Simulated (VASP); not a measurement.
Input of a VASP 6.6.1 run:

File run.py:

```python
from ase import Atoms
from ase.calculators.vasp import Vasp
from ase.eos import EquationOfState
from ase.io import Trajectory
from ase.units import GPa

atoms = Atoms(
    ['Ru', 'Al'],
    cell=[[2.9916, 0.0, 0.0], [0.0, 2.9916, 0.0], [0.0, 0.0, 2.9916]],
    scaled_positions=[[0.5, 0.5, 0.5], [0.0, 0.0, 0.0]],
    pbc=True,
)
calc = Vasp(
    directory='calc',
    xc='pbesol',
    pp='PBE',
    setups='recommended',
    prec='Accurate',
    encut=450,
    ediff=1e-07,
    ismear=-5,
    sigma=0.3,
    lreal=False,
    lasph=True,
    nelm=80,
    algo='Normal',
    isif=2,
    lwave=False,
    lcharg=False,
    kpts=[9, 9, 9],
    gamma=True,
)
atoms.calc = calc
cell = atoms.cell.copy()
volumes, energies = [], []
traj = Trajectory('eos.traj', 'w')
for x in [0.94, 0.96, 0.98, 1.0, 1.02, 1.04, 1.06]:
    atoms.set_cell(cell * x ** (1 / 3), scale_atoms=True)
    volumes.append(atoms.get_volume())
    energies.append(atoms.get_potential_energy())
    traj.write(atoms)
    print(f'{x:5.2f} {volumes[-1]:12.5f} {energies[-1]:14.6f}')

v0, e0, B = EquationOfState(volumes, energies, eos='murnaghan').fit()
print(f'V0 = {v0:.4f} A^3, E0 = {e0:.6f} eV, B = {B / GPa:.2f} GPa')
```

Potentials or basis: VASP PAW PBE potentials, release 64 (Ru_pv, Al).

The run is started by

```console
$ python run.py
```

(1) Estimate the equilibrium volume.

(2) Estimate the pressure derivative of the bulk modulus.

(3) Predict the bulk modulus.

Answers

(1) 13.18 Å³/atom.

(2) 4.4.

(3) 220 GPa.

Caveat: the PAW data sets were made with another functional, which shifts forces and pressure a little.
